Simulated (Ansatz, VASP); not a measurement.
# InSe: VASP beside Ansatz

One calculation is typed for both programs; each brings its own data sets. How far apart do they land? The cell is taken from a series of runs on this material, whose earlier steps may have relaxed, scaled, displaced or heated it; both programs get it as it stands.

Main program and level: Ansatz 0.2.0; plane waves, with VASP 6.6.1 beside it; single point at HF with an exact-exchange share of 1.

## 1. The structure

Symmetry: R3m, No. 160, trigonal system. The conventional cell has a = 4.000 Å, b = 4.000 Å, c = 25.320 Å, α = 90.00°, β = 90.00°, γ = 120.00°. Nearest to In lie 3 Se at 2.64 Å and 1 In at 2.82 Å. In has 3 Se at 2.63 Å and 1 In at 2.82 Å nearest. Se has 3 In at 2.64 Å nearest. Nearest to Se lie 3 In at 2.63 Å. Farther neighbours and most contacts between anions are not listed.

## 2. Ansatz: single point, HF with an exact-exchange share of 1

Ansatz runs on its default PAW (the set named soft_2) files.

A single point gives forces, pressure and levels at one fixed geometry, so differences don't come from the geometry; what else differs is listed under the comparison.

The input, input.yaml:

```yaml
crystal:
  lattice:
    - [2.0, 1.1547005384, 8.44]
    - [-2.0, 1.1547005384, 8.44]
    - [0.0, -2.3094010768, 8.44]
  atoms:
    - { symbol: In, position: [0.0, 0.0, 0.0] }
    - { symbol: In, position: [0.1114, 0.1114, 0.1114] }
    - { symbol: Se, position: [0.6165, 0.6165, 0.6165] }
    - { symbol: Se, position: [0.8281, 0.8281, 0.8281] }
kpoints:
  mp_grid: { grid: [4, 4, 4] }
  band_path:
    path:
      - [0.0, 0.0, 0.0]
      - [-0.5, -0.5, -0.5]
      - [-0.5, -0.17914517, -0.82085483]
      - [-0.17914517, 0.17914517, -0.5]
      - [0.0, 0.0, -0.5]
      - [0.0, 0.33957259, -0.33957259]
      - [-0.33957259, 0.0, -0.66042741]
      - [-0.5, 0.0, -0.5]
    npoints: 1
hamiltonian:
  xc: hf
scf:
  occupations: { method: fixed }
  n_extra_bands: 5
output:
  eigenvalues: true
```

Run with:

```sh
$ ansatz run input.yaml --threads 3 --pin off --max-ram 92160MiB --backend cuda --events-out ev --progress --plain --runs-dir out --devices 1 --max-vram 13GiB
```

Numbers of over 12 decimals in the logs are rounded to 6 here.

The program printed:

```text
basis.fft_grid_basis auto: the FFT boxes are laid along the combinations [[1, 0, -1], [0, 1, -1], [0, 0, 1]] of the cell's own vectors, 4.000, 4.000 and 8.750 Å long. The dense box has 27×27×60 points. Along the cell's own vectors, as sized, it would have 60×60×60, 4.94 times as many. Of the 6 symmetry operations that the crystal satisfies within crystal.symmetry.tolerance (time reversal apart; of a slab, those that  [...]
scf.n_extra_bands = 5 over 29 filled bands (N_el = 58.0): the run solves 34 bands
GPUs: using 1 of 1 available (devices: 1).
Engine: ansatz 0.2.0, x86_64-unknown-linux-gnu
Pseudopotentials: kind: paw
Pseudopotential: In, paw, valence charge 13, recommended cutoff 420 eV (normal), In.paw.azcp
Pseudopotential: Se, paw, valence charge 16, recommended cutoff 420 eV (normal), Se.paw.azcp
Functional definition: HF
  exchange = exact_x
  correlation = 0
davidson cushion auto → on  (no smearing: the cushion is to keep the highest requested band from converging to the state above it; pin scf.eigensolver.cushion to override)
device memory: the entry about to start is reckoned to put 1.6 GiB on a device that reports 41.5 GiB free (of which the cap on the GPU budget leaves the run 13.0 GiB)
GPU FFT provider: cuFFT
GPU libraries: cuBLAS 13.8.2, cuFFT 12.4.0, cuSOLVER 12.3.4
Crystal: 4 atoms, lattice volume = 116.948 Å³
Basis set: ecut = 420 eV, 2309 PW (Γ), FFT grids on a1−a3, a2−a3, a3
Bands: 34, of which v1, the nominal top of the filled ones, is band 29 counted from 1 (28 counted from 0)
Symmetry: 6 space group operations
Space group: R3m (ITA 160), of the structure as read, at distance tolerance 4.9e-5 Å
k-points: 13 of 64 (time reversal used)
Non-local potential: In, projectors of the file, l = 0: 2, l = 1: 2, l = 2: 2, l = 3: 2
Non-local potential: Se, projectors of the file, l = 0: 2, l = 1: 2, l = 2: 3, l = 3: 1
PAW form: soft (Blöchl's): semilocal exchange-correlation on the pseudo side does not see the compensation charge
PAW frozen core: In, regenerated for the run's functional, and the local potential with it (the file was generated under x = pbe(κ = 0.804, μ = 0.219515), c = pbe(β = 0.066725))
PAW frozen core: Se, regenerated for the run's functional, and the local potential with it (the file was generated under x = pbe(κ = 0.804, μ = 0.219515), c = pbe(β = 0.066725))
PAW one-centre angular grid: In, 590 points (default); XC on 64 Gauss nodes
PAW one-centre angular grid: Se, 590 points (default); XC on 64 Gauss nodes
Initial density: superposition of atomic densities (neutral atoms: chi_scale 0, normalization atom), corrected by the library's trained network
Initial wavefunctions: pseudopotential atomic-orbital guess
GPU buffer pool allocated for 43740 grid points (all kernels)
GPU transforms: local potential and band sums: pruned to the plane-wave sphere, on 27×27×60
Functional: x = pbe(κ = 0.804, μ = 0.219515), c = none, warm-up for x = 0 pbe(κ = 0.804, μ = 0.219515) + 1 exact, c = none
SCF iter   1: F=—  HF=-21901.730536 eV  |F-HF|=—  |Δ(HF+E_count)|=         —  Δρ=3.50e-3  dr2=1.20e-2  ethr=1.77e-3  ⟨swp⟩=8.0  Hψ=2019  notcnv=0
preconditioner: auto → none  [insulator: Δε(μ)=0.450 eV  Ē_g=13.531 eV  n_scr=30 (ndim 8)  ℏωp=21.2 eV  f_vac=0.086]
SCF iter   2: F=—  HF=-21901.718250 eV  |F-HF|=—  |Δ(HF+E_count)|=   1.23e-2  Δρ=1.10e-3  dr2=3.58e-3  ethr=2.06e-5  ⟨swp⟩=4.9  Hψ=1542  notcnv=0  defer=2
SCF iter   3: F=—  HF=-21901.719049 eV  |F-HF|=—  |Δ(HF+E_count)|=   7.99e-4  Δρ=1.02e-3  dr2=6.08e-3  ethr=6.17e-6  ⟨swp⟩=4.3  Hψ=1263  notcnv=0
iter 4 solved again at ethr=3.13e-7 eV; its pass at ethr=6.17e-6 eV (dr2=1.81e-4 eV) is discarded
SCF iter   4: F=—  HF=-21901.718030 eV  |F-HF|=—  |Δ(HF+E_count)|=   1.02e-3  Δρ=4.26e-4  dr2=1.87e-4  ethr=3.13e-7  ⟨swp⟩=3.0  Hψ=2138  notcnv=0
SCF iter   5: F=-21901.718151 eV  HF=-21901.718140 eV  |F-HF|=1.09e-5  |Δ(HF+E_count)|=   1.09e-4  Δρ=1.09e-4  dr2=1.07e-5  ethr=3.13e-7  ⟨swp⟩=3.0  Hψ=1130  notcnv=0
SCF 1 stopped early in 5 iterations: F = -21901.718151 eV  dr2 = 1.07e-5
  greatest PAW one-centre occupation: 1.000 electrons in one spin orbital (limit 2), on the Se atom at site 3 (counted from 0), in its partial waves of l = 2
device memory: the entry about to start is reckoned to put 2.2 GiB on a device that reports 44.6 GiB free (of which the cap on the GPU budget leaves the run 13.0 GiB)
GPU FFT provider: cuFFT
GPU libraries: cuBLAS 13.8.2, cuFFT 12.4.0, cuSOLVER 12.3.4
Initial density: handed on by an earlier stage of this run
Initial wavefunctions: those handed on with the density
GPU buffer pool allocated for 43740 grid points (all kernels)
[...]
Frozen-core exchange: fock
SCF iter   1: F=—  HF=-21940.594006 eV  |F-HF|=—  |Δ(HF+E_count)|=         —  Δρ=1.32e-2  dr2=1.88e-1  ethr=1.85e-7  ⟨swp⟩=9.7  Hψ=2874  notcnv=0
preconditioner: auto → none  [insulator: Δε(μ)=5.284 eV  Ē_g=13.867 eV  n_scr=30 (ndim 8)  ℏωp=12.8 eV  f_vac=0.095]
SCF iter   2: F=—  HF=-21940.446892 eV  |F-HF|=—  |Δ(HF+E_count)|=   1.47e-1  Δρ=5.53e-3  dr2=4.92e-2  ethr=1.85e-7  ⟨swp⟩=7.9  Hψ=2431  notcnv=0
SCF iter   3: F=—  HF=-21940.433855 eV  |F-HF|=—  |Δ(HF+E_count)|=   1.30e-2  Δρ=1.99e-3  dr2=2.29e-1  ethr=1.85e-7  ⟨swp⟩=6.5  Hψ=2162  notcnv=0
[...]
Frozen-core exchange: fock
SCF iter   1: F=—  HF=-21941.232246 eV  |F-HF|=—  |Δ(HF+E_count)|=         —  Δρ=6.58e-4  dr2=4.34e-4  ethr=1.99e-4  ⟨swp⟩=2.8  Hψ=986  notcnv=0
preconditioner: auto → none  [insulator: Δε(μ)=6.743 eV  Ē_g=24.557 eV  n_scr=30 (ndim 8)  ℏωp=21.2 eV  f_vac=0.095]
SCF iter   2: F=—  HF=-21941.233248 eV  |F-HF|=—  |Δ(HF+E_count)|=   1.00e-3  Δρ=4.05e-4  dr2=2.01e-4  ethr=5.12e-7  ⟨swp⟩=4.5  Hψ=1836  notcnv=0
SCF iter   3: F=—  HF=-21941.233306 eV  |F-HF|=—  |Δ(HF+E_count)|=   5.72e-5  Δρ=1.57e-4  dr2=2.52e-5  ethr=2.57e-7  ⟨swp⟩=4.1  Hψ=1415  notcnv=0  defer=2
iter 4 solved again at ethr=2.55e-9 eV; its pass at ethr=3.47e-8 eV (dr2=1.48e-6 eV) is discarded
SCF iter   4: F=-21941.233296 eV  HF=-21941.233297 eV  |F-HF|=1.52e-6  |Δ(HF+E_count)|=   8.12e-6  Δρ=3.96e-5  dr2=2.33e-6  ethr=2.55e-9  ⟨swp⟩=3.8  Hψ=2344  notcnv=0
SCF 3 stopped early in 4 iterations: F = -21941.233296 eV  dr2 = 2.33e-6
hybrid outer 2: dexx = +9.187e-4 eV, tail = 1.35e-4 eV, Δε = 3.27e-2 eV (about 5.02e-3 eV left of the loop's levels)
GPU FFT provider: cuFFT
GPU libraries: cuBLAS 13.8.2, cuFFT 12.4.0, cuSOLVER 12.3.4
GPU buffer pool allocated for 43740 grid points (all kernels)
GPU transforms: local potential and band sums: pruned to the plane-wave sphere, on 27×27×60
Exchange kernel: α = 1.0000, full range, Wigner–Seitz truncation, v(0) = 12251.9812 eV·Å³, q-mesh 4×4×4, nearest image of the exchange supercell L = 16.00 Å, pair-density grid 24×24×60, without the augmentation charges, whose exchange is taken in its separable form by FFT convolution over the k-point mesh (the finest that the files' search goes to), smooth part of the exact exchange by density-matrix convolution in up to 3.48 GiB of GPU memory as planned if the GPU has room (build and FFT work areas not counted)
Frozen-core exchange: fock
SCF iter   1: F=—  HF=-21941.233368 eV  |F-HF|=—  |Δ(HF+E_count)|=         —  Δρ=3.78e-5  dr2=2.08e-6  ethr=1.16e-6  ⟨swp⟩=3.2  Hψ=992  notcnv=0
preconditioner: auto → none  [insulator: Δε(μ)=6.758 eV  Ē_g=24.563 eV  n_scr=30 (ndim 8)  ℏωp=21.2 eV  f_vac=0.096]
SCF iter   2: F=—  HF=-21941.233375 eV  |F-HF|=—  |Δ(HF+E_count)|=   6.42e-6  Δρ=3.22e-5  dr2=8.71e-7  ethr=1.96e-9  ⟨swp⟩=5.5  Hψ=1909  notcnv=0  defer=3
SCF iter   3: F=-21941.233376 eV  HF=-21941.233376 eV  |F-HF|=1.28e-7  |Δ(HF+E_count)|=   9.44e-7  Δρ=1.20e-5  dr2=1.43e-7  ethr=1.00e-9  ⟨swp⟩=4.8  Hψ=1620  notcnv=0  defer=2
SCF 4 stopped early in 3 iterations: F = -21941.233376 eV  dr2 = 1.43e-7
hybrid outer 3: dexx = +7.628e-6 eV, tail = 9.88e-7 eV, Δε = 3.46e-3 eV (about 7.12e-4 eV left of the loop's levels)
GPU FFT provider: cuFFT
GPU libraries: cuBLAS 13.8.2, cuFFT 12.4.0, cuSOLVER 12.3.4
GPU buffer pool allocated for 43740 grid points (all kernels)
GPU transforms: local potential and band sums: pruned to the plane-wave sphere, on 27×27×60
Exchange kernel: α = 1.0000, full range, Wigner–Seitz truncation, v(0) = 12251.9812 eV·Å³, q-mesh 4×4×4, nearest image of the exchange supercell L = 16.00 Å, pair-density grid 24×24×60, without the augmentation charges, whose exchange is taken in its separable form by FFT convolution over the k-point mesh (the finest that the files' search goes to), smooth part of the exact exchange by density-matrix convolution in up to 3.48 GiB of GPU memory as planned if the GPU has room (build and FFT work areas not counted)
Frozen-core exchange: fock
SCF iter   1: F=—  HF=-21941.233376 eV  |F-HF|=—  |Δ(HF+E_count)|=         —  Δρ=7.52e-6  dr2=6.59e-8  ethr=8.51e-9  ⟨swp⟩=4.5  Hψ=1024  notcnv=0
SCF iter   2: F=-21941.233376 eV  HF=-21941.233376 eV  |F-HF|=1.73e-8  |Δ(HF+E_count)|=   6.29e-8  Δρ=5.49e-6  dr2=2.65e-8  ethr=7.93e-11  ⟨swp⟩=5.2  Hψ=1671  notcnv=0  defer=4
SCF 5 converged in 2 iterations: F = -21941.233376 eV  dr2 = 2.65e-8
hybrid outer 4: dexx = +1.019e-7 eV, tail = 6.85e-8 eV, Δε = 5.48e-4 eV (about 2.73e-4 eV left of the loop's levels)
the search or the solves at the SCF's close seem to have found levels that the self-consistency loop had missed (the run counts 1). By its estimate they hold under 1e-12 electrons; where the run keeps them, the occupations were computed again with them
device memory: the entry about to start is reckoned to put 0.6 GiB on a device that reports 35.4 GiB free (of which the cap on the GPU budget leaves the run 13.0 GiB)
NSCF: frozen V_eff on 8 k-points
hybrid SCF converged: 4 outer / 16 inner (+5 warm-up), last move |dexx| = 1.02e-7 eV, tail = 6.85e-8 eV
Stability not checked: this state was not tested for a lower state beside it, because the functional holds exact exchange (a hybrid, or Hartree-Fock), whose exchange loop this test does not read (fock_operator; see scf.lower_state_search)
Free energy (F): -21941.233376 eV
Frozen-core exchange: fock
Harris-Foulkes:  -21941.233376 eV  (|F-HF|=1.73e-8)
Internal energy: -21941.233376 eV  (E = F + TS)
E sigma→0 (E₀):  -21941.233376 eV
Fermi energy:    5.324912 eV
--- Per-component energies (eV) ---
  E_band       = -1500.227875
  E_kinetic    = 721.599511
  E_local      = -7904.172224  (includes V_loc(G=0)·N_el)
  E_nonlocal   = -479.192323
  E_hartree    = 3662.977603
  E_xc         = 0.000000
  E_vxc        = 0.000000  (∫ρ·V_xc dr)
  E_exx        = -905.899480  (= α·E_x^exact, valence–valence)
  E_paw        = -11668.888773  (= ΣΔE_a)
  E_vpaw       = 647.384232  (= ΣTr[D̂ρ^β])
  E_aug_tail   = -0.001195  (compensation charges beyond the density's cutoff)
  E_ewald      = -5364.203816
  E_core_change = -3.452679  (= ΣΔE_core)
  E_smearing   = -0.000000  (= −TS)
  E_closure    = -0.000000  (closes the sum)
  Σ components = -21941.233376   (vs F -21941.233376, Δ=0.00e0)
--- Band table (eV; the first three rows and the last of 13) ---
  k-point 0: bands = [... 25 lower, 3.4648, 3.4648, 3.5849, 3.5849, 13.4809, 13.9563, 16.3253, 16.3253, ... 1 higher]
  k-point 1: bands = [... 25 lower, 2.4947, 2.6787, 2.8732, 3.9932, 13.2916, 14.0577, 15.7019, 16.2763, ... 1 higher]
  k-point 2: bands = [... 25 lower, 2.0492, 2.0732, 2.2160, 3.1998, 12.0832, 13.6678, 15.1637, 15.6182, ... 1 higher]
  k-point 12: bands = [... 25 lower, 3.3730, 3.6838, 3.6838, 5.3249, 12.1379, 14.0509, 16.2009, 16.2009, ... 1 higher]
```

The column dr2 measures how far the density is from self-consistency, as an energy; F and HF (Harris–Foulkes) agree once it is small.

(Part 1 of 2 ends here.)

[Lines on the potential files, build, host, timing and source positions are cut from VASP's logs without a mark.]

[Logs are printed without paths, hosts, clocks, repeated set-up lines and the standing remarks that a program may print on its own settings, such as how far it seeks lower states.]

[Hosts, paths, dates, database ids (printed as entryN), source tags and the programs' standing remarks are cut or masked in the printed files.]
